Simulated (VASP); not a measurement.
SnS2 (Berndtite-2T):

```
Sn S
1.0
     3.66709    0.00000    0.00000
    -1.83354    3.17579    0.00000
     0.00000    0.00000    5.81104
Sn S
1 2
Direct
  0.00000 0.00000 0.00000
  0.33333 0.66667 0.25435
  0.66667 0.33333 0.74565
```

Base run:

| Item | Value |
| --- | --- |
| Program | VASP 6.6.1 |
| Functional | PBE |
| Potentials or basis | VASP PAW PBE potentials, release 64 (Sn_d, S) |
| Cutoff | 520 eV |
| k mesh | 9 × 9 × 5 |
| Occupations | gaussian, width 0.03 eV |
| Spin | no spin polarisation |

Its results: band gap on the k mesh 1.31 eV, indirect (least direct gap 1.75 eV); pressure 2.4 GPa; largest force 0.006 eV/Å.

Question: The run is repeated on the same cell with these changes: functional from PBE to LDA; potentials or basis from VASP PAW PBE potentials, release 64 (Sn_d, S) to VASP PAW LDA potentials, release 64 (Sn_d, S). What comes out?

Answer: Band gap on the k mesh 1.14 eV, indirect (least direct gap 1.53 eV); pressure -2.4 GPa; largest force 0.218 eV/Å.

Caveats: spin-orbit coupling is left out, which moves the levels of the heavy elements; this functional lacks dispersion, which binds the layers, so the pressure and a relaxed spacing across them are unreliable (some runs).
